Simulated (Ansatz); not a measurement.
The system is In2O3.

```
CELL_PARAMETERS angstrom
2.74350 1.58396 4.83667
-2.74350 1.58396 4.83667
0.00000 -3.16792 4.83667
ATOMIC_POSITIONS crystal
In 0.85731 0.85731 0.85731
In 0.64269 0.64269 0.64269
In 0.14269 0.14269 0.14269
In 0.35731 0.35731 0.35731
O 0.04800 0.75000 0.45200
O 0.75000 0.45200 0.04800
O 0.45200 0.04800 0.75000
O 0.95200 0.25000 0.54800
O 0.25000 0.54800 0.95200
O 0.54800 0.95200 0.25000
```

Base run:

- Program: Ansatz 0.2.0
- Functional: r2SCAN
- Potentials or basis: Ansatz PAW
- Cutoff: 500 eV (not typed: the program's choice for these potentials)
- k mesh: 6 × 6 × 6
- Occupations: fermi-dirac, width 0.05 eV
- Spin: no spin polarisation

Its results: band gap on the k mesh 1.89 eV, indirect (least direct gap 1.91 eV); pressure 2.1 GPa; largest force 0.131 eV/Å.

The run is repeated on the same cell with these changes: functional from r2SCAN to LDA; cutoff from 500 eV (not typed: the program's choice for these potentials) to 420 eV (not typed: the program's choice for these potentials). What comes out?

Band gap on the k mesh 1.18 eV, indirect (least direct gap 1.22 eV); pressure -3.2 GPa; largest force 0.167 eV/Å.

r2SCAN gives the wider gap, since meta-GGAs in the generalised Kohn-Sham scheme recover part of the derivative discontinuity.

Caveats: spin-orbit coupling is left out, which moves the levels of the heavy elements; the PAW data sets come from PBE, with cores solved anew for the run's functional, which leaves a small shift of forces and pressure.
